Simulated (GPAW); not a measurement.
Runs of GPAW 26.7.0 on WS2 (Tungstenite). Symmetry: P6_3/mmc, No. 194, hexagonal system. Conventional cell: a = 3.180 Å, b = 3.180 Å, c = 12.500 Å, α = 90.00°, β = 90.00°, γ = 120.00°. W (site symmetry -6m2) is surrounded by 6 S at 2.41 Å. S (site symmetry 3m) is surrounded by 3 W at 2.41 Å. 

```csv
task,level,potentials or basis,cell,k mesh,cutoff (eV),smearing,maxiter,convergence,response ecut,response k mesh,response bands,mesh quality,gap on the mesh (eV)
single point,r2SCAN,"GPAW PAW data sets (gpaw-data 1.2.1), pw","P6_3/mmc, 18.24 Å³/atom",8 × 8 × 2,500,fermi-dirac 0.05 eV,120,default,-,-,-,not flagged,(a)
dielectric tensor,LDA,"the program's PAW data sets (release 1.2.1) made for this functional, pw","P6_3/mmc, 17.88 Å³/atom",8 × 8 × 2,400,fermi-dirac 0.001 eV,150,-,80 eV,13 × 13 × 3,74,not flagged,1.09
dielectric tensor,LDA,"the program's PAW data sets (release 1.2.1) made for this functional, pw","P6_3/mmc, 17.52 Å³/atom",8 × 8 × 2,400,fermi-dirac 0.001 eV,150,-,80 eV,13 × 13 × 3,74,not flagged,1.08
one-shot levels on a semilocal density,r2SCAN,"GPAW PAW data sets (gpaw-data 1.2.1), pw","P6_3/mmc, 18.24 Å³/atom",5 × 5 × 1,500,fermi-dirac 0.001 eV,150,-,-,-,-,coarse,1.23
```

Alike in all rows: no spin polarisation.

Problem. Fill in the values left out.

Solution. (a) 1.30.

Caveats: some runs use coarse meshes; spin-orbit coupling is left out, which moves the levels of the heavy elements; an odd mesh through Γ misses points on the zone boundary, where band edges often lie (some runs); the PAW data sets were made with another functional, which shifts forces and pressure a little (some runs); the long-wavelength limit can be off by several per cent where d states take part (some runs); the cutoff is short for stress and forces, so pressures can be off by a GPa or more (some runs); energy and the plain gap are those of the semilocal run (some runs); the hybrids' values are one shot on its orbitals and mesh (some runs).

A k mesh can miss the band edges, and the runs leave out spin-orbit coupling on W.

Runs at the PBE level aren't shown here.
